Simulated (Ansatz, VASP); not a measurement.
Cr: VASP beside Ansatz

```
CELL_PARAMETERS angstrom
2.35895 0.00000 0.00000
-1.17948 2.04291 0.00000
0.00000 0.00000 4.15816
ATOMIC_POSITIONS crystal
Cr 0.33333 0.66667 0.25000
Cr 0.66667 0.33333 0.75000
```

Change from the starting cell: volume scaled by 0.84, LAPW.

Alike in both runs: task single point; functional PBE; k mesh 17 × 17 × 9; occupations fermi-dirac, width 0.1 eV; no spin polarisation.

```csv
,VASP,Ansatz
version,VASP 6.6.1,Ansatz 0.2.0
potentials or method,"VASP PAW PBE potentials, release 64 (Cr_pv), cutoff 520 eV","all-electron LAPW, scalar-relativistic"
```

|  | VASP | Ansatz | Ansatz less VASP |
| --- | --- | --- | --- |
| pressure (GPa) | 58.0 | 58.2 | +0.22 |
| largest component of the traceless stress (GPa) | 0.13 | 0.05 | -0.079 |

Ansatz ran all-electron here, so the differences hold the error of VASP's frozen core and of both bases.

Caveats: so large a pressure means that the cell lies far from this level's equilibrium, or that cutoff or potentials fall short (VASP); the run has no spin polarisation, though such a crystal can be magnetic. Spin polarisation is off, so any magnetic state and its effect on volume and gap are missing.
